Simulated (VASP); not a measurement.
# Ge (P-1) in VASP: single point with r2SCAN

Aim: the single point of Ge with r2SCAN.

Everything below comes from runs of VASP 6.6.1. Logs are shortened: lines on timing, memory, paths and dates and some standing lists are left out, and cuts for length are marked.

### Step 1. The structure

The typed cell holds 2 atoms: a = 3.625 Å, b = 3.615 Å, c = 3.832 Å, α = 61.97°, β = 61.95°, γ = 90.14°.

The cell was built by a generator and needn't be a form met in nature.

### Step 2. Single point, r2SCAN

POSCAR

```
Ge
1.0
   -0.0045684500      3.6247883000      0.0040086200
    3.6145656700     -0.0045684500      0.0015038600
    1.8038180800      1.8069635000     -2.8570822100
Ge
2
Direct
    0.4543290000      0.4251410000      0.1587250000
    0.9462200000      0.9964320000      0.9974310000
```

INCAR.step1

```
PREC     = Accurate       # precision mode
ENCUT    = 520            # plane-wave cutoff, eV
ISMEAR   = -1             # smearing method
SIGMA    = 0.1            # smearing width, eV
LREAL    = F              # projectors in reciprocal space
LASPH    = T              # aspherical terms in the spheres
NELM     = 100            # most SCF steps
NBANDS   = 21             # bands
GGA      = PE             # functional
ALGO     = Normal         # electronic algorithm
EDIFF    = 1E-4           # SCF threshold, eV
LWAVE    = T              # write WAVECAR
LCHARG   = F              # write CHGCAR
```

INCAR.step2

```
PREC     = Accurate       # precision mode
ENCUT    = 520            # plane-wave cutoff, eV
EDIFF    = 1E-6           # SCF threshold, eV
ISMEAR   = -1             # smearing method
SIGMA    = 0.1            # smearing width, eV
LREAL    = F              # projectors in reciprocal space
LASPH    = T              # aspherical terms in the spheres
NELM     = 100            # most SCF steps
ALGO     = Normal         # electronic algorithm
ISIF     = 2              # what is computed and relaxed
LWAVE    = F              # write WAVECAR
LCHARG   = F              # write CHGCAR
METAGGA  = R2SCAN         # meta-GGA
LMIXTAU  = T            
NBANDS   = 21             # bands
ISTART   = 1
```

KPOINTS

```
Automatic mesh
0
Gamma
  6 6 6
  0 0.5 0.5
```

Potentials or basis: VASP PAW PBE potentials, release 64 (Ge_d).

Command:

```
$ cat potpaw_PBE.64/Ge_d/POTCAR > POTCAR
$ cp INCAR.step1 INCAR
$ mpirun -np 1 vasp_std > vasp.out
$ cp INCAR.step2 INCAR
$ mpirun -np 1 vasp_std > vasp.out
```

OUTCAR:

```text
PREC = Accurate
   ENCUT = 520
   EDIFF = 1E-6
   ISMEAR = -1
   LREAL = F
   LASPH = T
   NELM = 100
   ISIF = 2
   METAGGA = R2SCAN
   ISTART = 1

 ion  position               nearest neighbor table
   1  0.454  0.425  0.159-   2 2.36   2 2.42   2 2.42   2 2.82   2 2.85
   2  0.946  0.996  0.997-   1 2.36   1 2.42   1 2.42   1 2.82   1 2.85

  LATTYP: Found a triclinic cell.
 ALAT       =     3.6247933954
 B/A-ratio  =     1.4140013506
 C/A-ratio  =     1.0570762797
 COS(alpha) =     0.0011558195
 COS(beta)  =     0.4701662103
 COS(gamma) =     0.7089927111

  Lattice vectors:

 A1 = (   0.0045684500,  -3.6247883000,  -0.0040086200)
 A2 = (   3.6191341200,  -3.6293567500,  -0.0025047600)
 A3 = (  -1.8038180800,  -1.8069635000,   2.8570822100)

Analysis of symmetry for initial positions (statically):
=====================================================================
 Subroutine PRICEL returns:
 Original cell was already a primitive cell.

 Routine SETGRP: Setting up the symmetry group for a
 triclinic supercell.

 Subroutine GETGRP returns: Found  2 space group operations
 (whereof  1 operations were pure point group operations)
 out of a pool of  2 trial point group operations.

The static configuration has the point symmetry C_1 .
 The point group associated with its full space group is S_2 .

Analysis of symmetry for dynamics (positions and initial velocities):
=====================================================================
 Subroutine PRICEL returns:
 Original cell was already a primitive cell.

 Routine SETGRP: Setting up the symmetry group for a
 triclinic supercell.

 Subroutine GETGRP returns: Found  2 space group operations
 (whereof  1 operations were pure point group operations)
 out of a pool of  2 trial point group operations.

The dynamic configuration has the point symmetry C_1 .
 The point group associated with its full space group is S_2 .

 Subroutine INISYM returns: Found  2 space group operations
 (whereof  1 operations are pure point group operations),
 and found     1 'primitive' translations

----------------------------------------------------------------------------------------

                                     Primitive cell

  volume of cell :      37.4696

  direct lattice vectors                    reciprocal lattice vectors
    -0.004568450  3.624788300  0.004008620     0.000275824  0.275685515  0.174531625
     3.614565670 -0.004568450  0.001503860     0.276585915  0.000155369  0.174720706
     1.803818080  1.806963500 -2.857082210     0.000145971  0.000386881 -0.349670587

  length of vectors
     3.624793395  3.614568870  3.831683117     0.326288013  0.327149993  0.349670832

  position of ions in fractional coordinates (direct lattice)
     0.454329000  0.425141000  0.158725000
     0.946220000  0.996432000  0.997431000

  ion indices of the primitive-cell ions
   primitive index   ion index
                 1           1
                 2           2

----------------------------------------------------------------------------------------

 KPOINTS: Automatic mesh

Automatic generation of k-mesh.
 Grid dimensions read from file:
 generate k-points for:    6    6    6

 Generating k-lattice:

  Cartesian coordinates                     Fractional coordinates (reciprocal lattice)
     0.000045971  0.045947586  0.029088604     0.166666667 -0.000000000  0.000000000
     0.046097653  0.000025895  0.029120118     0.000000000  0.166666667  0.000000000
     0.000024329  0.000064480 -0.058278431     0.000000000  0.000000000  0.166666667

  Length of vectors
     0.054381335  0.054524999  0.058278472

  Shift w.r.t. Gamma in fractional coordinates (k-lattice)
     0.000000000  0.500000000  0.500000000

 Subroutine IBZKPT returns following result:
 ===========================================

 Found    108 irreducible k-points:

 Following reciprocal coordinates:
            Coordinates               Weight
 -0.000000  0.083333  0.083333      2.000000
  0.166667  0.083333  0.083333      2.000000
  0.333333  0.083333  0.083333      2.000000
  0.500000  0.083333  0.083333      2.000000
 -0.333333  0.083333  0.083333      2.000000
 -0.166667  0.083333  0.083333      2.000000
[... 16 lines left out ...]
 -0.333333 -0.416667  0.083333      2.000000
 -0.166667 -0.416667  0.083333      2.000000
 [... further k-points ...]
   k-points           NKPTS =    108   k-points in BZ     NKDIM =    108   number of bands    NBANDS=     21
   number of dos      NEDOS =    301   number of ions     NIONS =      2
   total plane-waves  NPLWV =  21952
   dimension x,y,z NGX =    28 NGY =   28 NGZ =   28
   dimension x,y,z NGXF=    56 NGYF=   56 NGZF=   56
   ions per type =               2
   NGX,Y,Z   is equivalent  to a cutoff of  12.84, 12.88, 12.15 a.u.
   NGXF,Y,Z  is equivalent  to a cutoff of  25.68, 25.76, 24.30 a.u.
 SYSTEM =  unknown system
   PREC   = accura    normal or accurate (medium, high low for compatibility)
   ISTART =      1    job   : 0-new  1-cont  2-samecut
   ICHARG =      0    charge: 1-file 2-atom 10-const
   ISPIN  =      1    spin polarized calculation?
   LNONCOLLINEAR =      F non collinear calculations
   LSORBIT =      F    spin-orbit coupling
   LASPH  =      T    aspherical Exc in radial PAW
   ENCUT  =  520.0 eV  38.22 Ry    6.18 a.u.   6.74  6.72  7.12*2*pi/ulx,y,z
   NELM   =    100;   NELMIN=  2; NELMDL=  0     # of ELM steps
   EDIFF  = 0.1E-05   stopping-criterion for ELM
   LREAL  =      F    real-space projection
   EDIFFG = 0.1E-04   stopping-criterion for IOM
   NSW    =      0    number of steps for IOM
   IBRION =     -1    ionic relax: 0-MD 1-quasi-New 2-CG
   NFREE  =      0    steps in history (QN), initial steepest desc. (CG)
   ISIF   =      2    stress and relaxation
   ISYM   =      2    0-nonsym 1-usesym 2-fastsym
   POTIM  = 0.5000    time-step for ionic-motion
   TEBEG  =    0.0;   TEEND  =   0.0 temperature during run
   PSTRESS=    0.0 pullay stress
   NELECT =      28.0000    total number of electrons
   NUPDOWN=      -1.0000    fix difference up-down
   EMIN   =  10.00;   EMAX   =-10.00  energy-range for DOS
   EFERMI =   0.00;   METHOD = LEGACY
   ISMEAR =    -1;   SIGMA  =   0.10  broadening in eV -4-tet -1-fermi 0-gaus
   EFERMI_NEDOS =   21; number of points for ismear=-14 and -15
   IALGO  =     38    algorithm
   IMIX   =      4    mixing-type and parameters
     AMIX     =   0.40;   BMIX     =  1.00
     AMIX_MAG =   1.60;   BMIX_MAG =  1.00
  volume/ion in A,a.u.               =      18.73       126.43
  Fermi-wavevector in a.u.,A,eV,Ry     =   1.485598  2.807372 30.028060  2.207000
  Thomas-Fermi vector in A             =   2.598989
   LORBIT       =      0    0 simple, 1 ext, 2 COOP (PROOUT), +10 PAW based schemes
   METAGGA = R2SCAN    functional components
   LHFCALC =     F    Hartree Fock is set to
   AEXX    =    0.0000 exact exchange contribution
   IVDW    =     0    specifies the selected vdW correction
   LEPSILON=     F    determine dielectric tensor
   LRPA    =     F    only Hartree local field effects (RPA)
 non-spin polarized calculation
  energy-cutoff  :      520.00
  volume of cell :       37.47
 maximum number of plane-waves:      1028
   NGX = 13   NGY = 13   NGZ = 15

 number of electron      28.0000003 magnetization

 Free energy of the ion-electron system (eV)
  ---------------------------------------------------
  ext. energy  EPLUGINS =         0.00000000
  ---------------------------------------------------
  free energy    TOTEN  =       -26.77620245 eV

  energy without entropy =      -26.74405930  energy(sigma->0) =      -26.76013088

 E-fermi :   6.2521     XC(G=0): -12.1508

 val. band max:        6.2328381971   @ k =   0.3333   0.4167   0.0833
 cond. band min:       6.2735126666   @ k =   0.1667  -0.0833   0.0833
 fundamental gap:      0.0406744695
 Fermi energy:         6.2520732418

 k-point     1 :      -0.0000    0.0833    0.0833
  band No.  band energies     occupation
      1     -19.1010      2.00000
      2     -19.0383      2.00000
      3     -18.9561      2.00000
      4     -18.9181      2.00000
      5     -18.8872      2.00000
      6     -18.7947      2.00000
[... 13 lines left out ...]
     20      15.7901      0.00000
     21      16.5374      0.00000

 k-point     2 :       0.1667    0.0833    0.0833
  band No.  band energies     occupation
      1     -19.0869      2.00000
      2     -19.0386      2.00000
      3     -18.9441      2.00000
      4     -18.9053      2.00000
      5     -18.8752      2.00000
      6     -18.8079      2.00000
[... 13 lines left out ...]
     20      15.0059      0.00000
     21      16.8132      0.00000

 k-point     3 :       0.3333    0.0833    0.0833
  band No.  band energies     occupation
      1     -19.0531      2.00000
      2     -19.0191      2.00000
      3     -18.9202      2.00000
      4     -18.8924      2.00000
      5     -18.8492      2.00000
      6     -18.8164      2.00000
[... 13 lines left out ...]
     20      17.0987      0.00000
     21      18.6049      0.00000

 k-point     4 :       0.5000    0.0833    0.0833
  band No.  band energies     occupation
      1     -19.0326      2.00000
      2     -18.9715      2.00000
      3     -18.9396      2.00000
      4     -18.8994      2.00000
      5     -18.8606      2.00000
      6     -18.7886      2.00000
[... 13 lines left out ...]
     20      19.3085      0.00000
     21      20.6540      0.00000

 k-point     5 :      -0.3333    0.0833    0.0833
  band No.  band energies     occupation
      1     -19.0609      2.00000
      2     -18.9881      2.00000
      3     -18.9223      2.00000
      4     -18.9003      2.00000
      5     -18.8546      2.00000
      6     -18.7908      2.00000
[... 13 lines left out ...]
     20      17.9612      0.00000
     21      19.1170      0.00000
[... 382 lines left out ...]
     20      20.2032      0.00000
     21      21.6979      0.00000

 k-point    22 :       0.5000   -0.4167    0.0833
  band No.  band energies     occupation
      1     -19.0527      2.00000
      2     -18.9658      2.00000
      3     -18.9211      2.00000
      4     -18.8752      2.00000
      5     -18.8280      2.00000
      6     -18.7956      2.00000
[... 13 lines left out ...]
     20      20.2027      0.00000
     21      21.8837      0.00000

 k-point    23 :      -0.3333   -0.4167    0.0833
  band No.  band energies     occupation
      1     -19.0521      2.00000
      2     -18.9665      2.00000
      3     -18.9022      2.00000
      4     -18.8712      2.00000
      5     -18.8267      2.00000
      6     -18.7892      2.00000
[... 13 lines left out ...]
     20      19.8157      0.00000
     21      21.0392      0.00000

 k-point    24 :      -0.1667   -0.4167    0.0833
  band No.  band energies     occupation
      1     -19.0356      2.00000
      2     -18.9637      2.00000
      3     -18.9392      2.00000
      4     -18.8481      2.00000
      5     -18.8205      2.00000
      6     -18.8021      2.00000
[... 13 lines left out ...]
     20      18.9184      0.00000
     21      20.4846      0.00000

 [... further k-points ...]

------------------------ aborting loop because EDIFF is reached ----------------------------------------

  FORCE on cell =-STRESS in cart. coord.  units (eV):
  Direction    XX          YY          ZZ          XY          YZ          ZX
  --------------------------------------------------------------------------------------
  -------------------------------------------------------------------------------------
  Total        3.2679526      1.1165434      2.4560594      0.6394739      0.3818451      0.1689438
  in kB      139.7356946     47.7427264    105.0196302     27.3435189     16.3274679      7.2239375
  external PRESSURE =      97.4993504 kB  Pullay stress =       0.0000000 kB

 VOLUME and BASIS-vectors are now :
 -----------------------------------------------------------------------------
  energy-cutoff  :      520.00
  volume of cell :       37.47
      direct lattice vectors                 reciprocal lattice vectors
    -0.004568450  3.624788300  0.004008620     0.000275824  0.275685515  0.174531625
     3.614565670 -0.004568450  0.001503860     0.276585915  0.000155369  0.174720706
     1.803818080  1.806963500 -2.857082210     0.000145971  0.000386881 -0.349670587

 POSITION                                       TOTAL-FORCE (eV/Angst)
 -----------------------------------------------------------------------------------
      1.82094      1.93171     -0.45103        -0.289524     -1.186637     -0.074617
      5.39653      5.22762     -2.84445         0.289524      1.186637      0.074617
 -----------------------------------------------------------------------------------
    total drift:                               -0.000046      0.000058     -0.000101

  FREE ENERGIE OF THE ION-ELECTRON SYSTEM (eV)
  ---------------------------------------------------
  free  energy   TOTEN  =       -26.7762024530 eV

  energy  without entropy=      -26.7440592994  energy(sigma->0) =      -26.76013088
```

Run time: 3.9 min. Hardware: 1 thread of Intel Xeon Platinum 8488C (Sapphire Rapids), shared host; peak memory 0.2 GiB.

Results:

```
Free energy            : -26.7762 eV
Pressure               : 9.7 GPa
Largest force          : 1.224 eV/Å
Band gap on the k mesh : none (metal or under the smearing width)
```

Forces in eV/Å, atoms in the order of the input:
```
Ge  -0.290 -1.187 -0.075
Ge   0.290  1.187  0.075
```

Caveat: the k mesh is coarse (spacing up to 0.37 Å⁻¹), so the values aren't converged; the PAW data sets were made with another functional, which shifts forces and pressure a little.
